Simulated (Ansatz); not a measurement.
Sr:

```
Sr
1.0
     0.00000    3.04235    3.04235
     3.04235    0.00000    3.04235
     3.04235    3.04235    0.00000
Sr
1
Direct
  0.00000 0.00000 0.00000
```

Base run:

```yaml
Program: Ansatz 0.2.0
Functional: LDA
Potentials_or_basis: all-electron LAPW, scalar-relativistic
Cutoff: 70 eV (chosen from the basis error)
Basis_error_allowed: 0.001 eV/atom
k_mesh: 8 × 8 × 8
Occupations: fermi-dirac, width 0.05 eV
Spin: no spin polarisation
```

Its results: pressure -1.6 GPa.

**Question.** The run is repeated on the same cell with these changes: functional from LDA to PBEsol. What comes out?

**Answer.** Pressure -0.9 GPa.

PBEsol binds less tightly than LDA, so the same cell stands under more pressure.
